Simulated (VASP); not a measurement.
Runs of VASP 6.6.1 on LiH. Symmetry: Fm-3m, No. 225, cubic system. Conventional cell: a = 4.017 Å, b = 4.017 Å, c = 4.017 Å, α = 90.00°, β = 90.00°, γ = 90.00°. Around Li (site symmetry m-3m) lie 6 H at 2.01 Å. Around H (site symmetry m-3m) lie 6 Li at 2.01 Å. The cell is a database's computed one.

```tsv
task	level	potentials or basis	cell	k mesh	cutoff (eV)	mesh quality	gap on the mesh (eV)	pressure (GPa)	relaxed volume (Å³/atom)
single point	PBEsol	VASP PAW PBE potentials, release 64 (Li_sv, H)	as given	10 × 10 × 10	520	not flagged	2.75	-	-
relaxation of cell and atoms	PBEsol	VASP PAW PBE potentials, release 64 (Li_sv, H)	relaxed	10 × 10 × 10	600	not flagged	2.72	0.0	7.84
relaxation of cell and atoms	PBEsol	VASP PAW PBE potentials, release 64 (Li_sv, H)	relaxed	4 × 4 × 4	600	coarse	2.72	0.0	7.93
relaxation of cell and atoms	RPBE	VASP PAW PBE potentials, release 64 (Li_sv, H)	relaxed	10 × 10 × 10	600	not flagged	3.16	0.0	8.32
relaxation of cell and atoms	LDA	VASP PAW LDA potentials, release 64 (Li_sv, H)	relaxed	10 × 10 × 10	600	not flagged	(b)	0.0	7.41
relaxation of cell and atoms	PBEsol	VASP PAW PBE potentials, release 64 (Li, H)	relaxed	10 × 10 × 10	580	not flagged	2.76	0.0	(a)
```

Alike in all rows: no spin polarisation; smearing gaussian 0.02 eV.

Problem. Estimate the missing entries.

Solution. (a) 7.95; (b) 2.52.

Caveats: some runs use coarse meshes; the cutoff is under 1.25 times the usual one of these potentials, so pressure, stress and relaxed cells hold a basis-set (Pulay) error (some runs); the PAW data sets were made with another functional, which shifts forces and pressure a little (some runs).

A k mesh can miss the band edges.

The runs don't all hold the same shells in valence.

Runs at the PBE level aren't shown here.
